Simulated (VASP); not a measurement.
A run of VASP 6.6.1:

The input INCAR:

```
SYSTEM = Si
PREC = Accurate
ENCUT = 600
EDIFF = 1E-7
ISMEAR = 0
SIGMA = 0.05
LREAL = Auto
LASPH = .TRUE.
NELM = 120
ALGO = Fast
ISIF = 2
LWAVE = .FALSE.
LCHARG = .FALSE.
GGA = CA
NBANDS = 125
NCORE = 1
KPAR = 2
```

KPOINTS

```
Automatic mesh
0
G
  2 2 2
  0 0 0
```

Contents of POSCAR:

```
Si
1.0
    0.0000000000      8.1655535595      8.1655535595
    8.1655535595      0.0000000000      8.1655535595
    8.1655535595      8.1655535595      0.0000000000
Si
54
Direct
    0.1666666667      0.1666666667      0.1666666667
    0.1666666667      0.1666666667      0.5000000000
    0.1666666667      0.1666666667      0.8333333333
    0.1666666667      0.5000000000      0.1666666667
    0.1666666667      0.5000000000      0.5000000000
    0.1666666667      0.5000000000      0.8333333333
    0.1666666667      0.8333333333      0.1666666667
    0.1666666667      0.8333333333      0.5000000000
    0.1666666667      0.8333333333      0.8333333333
    0.5000000000      0.1666666667      0.1666666667
    0.5000000000      0.1666666667      0.5000000000
    0.5000000000      0.1666666667      0.8333333333
    0.5000000000      0.5000000000      0.1666666667
    0.5000000000      0.5000000000      0.5000000000
    0.5000000000      0.5000000000      0.8333333333
    0.5000000000      0.8333333333      0.1666666667
    0.5000000000      0.8333333333      0.5000000000
    0.5000000000      0.8333333333      0.8333333333
    0.8333333333      0.1666666667      0.1666666667
    0.8333333333      0.1666666667      0.5000000000
    0.8333333333      0.1666666667      0.8333333333
    0.8333333333      0.5000000000      0.1666666667
    0.8333333333      0.5000000000      0.5000000000
    0.8333333333      0.5000000000      0.8333333333
    0.8333333333      0.8333333333      0.1666666667
    0.8333333333      0.8333333333      0.5000000000
    0.8333333333      0.8333333333      0.8333333333
    0.2500000000      0.2500000000      0.2500000000
    0.2500000000      0.2500000000      0.5833333333
    0.2500000000      0.2500000000      0.9166666667
    0.2500000000      0.5833333333      0.2500000000
    0.2500000000      0.5833333333      0.5833333333
    0.2500000000      0.5833333333      0.9166666667
    0.2500000000      0.9166666667      0.2500000000
    0.2500000000      0.9166666667      0.5833333333
    0.2500000000      0.9166666667      0.9166666667
    0.5833333333      0.2500000000      0.2500000000
    0.5833333333      0.2500000000      0.5833333333
    0.5833333333      0.2500000000      0.9166666667
    0.5833333333      0.5833333333      0.2500000000
    0.5833333333      0.5833333333      0.5833333333
    0.5833333333      0.5833333333      0.9166666667
    0.5833333333      0.9166666667      0.2500000000
    0.5833333333      0.9166666667      0.5833333333
    0.5833333333      0.9166666667      0.9166666667
    0.9166666667      0.2500000000      0.2500000000
    0.9166666667      0.2500000000      0.5833333333
    0.9166666667      0.2500000000      0.9166666667
    0.9166666667      0.5833333333      0.2500000000
    0.9166666667      0.5833333333      0.5833333333
    0.9166666667      0.5833333333      0.9166666667
    0.9166666667      0.9166666667      0.2500000000
    0.9166666667      0.9166666667      0.5833333333
    0.9166666667      0.9166666667      0.9166666667
```

Potentials or basis: VASP PAW LDA potentials, release 64 (Si).

Command:

```sh
$ cat potpaw_LDA.64/Si/POTCAR > POTCAR
$ mpirun -np 4 vasp_std > vasp.out
```

Hardware: 4 MPI ranks on Intel(R) Xeon(R) 6975P-C (Granite Rapids) (shared host).

Task: Estimate the wall time of this run.

Result: It took 5.2 min on 4 MPI ranks on Intel(R) Xeon(R) 6975P-C (Granite Rapids), with other jobs on the host, peak memory 0.81 GiB a rank. Counts: scf iterations 18, k points 3.
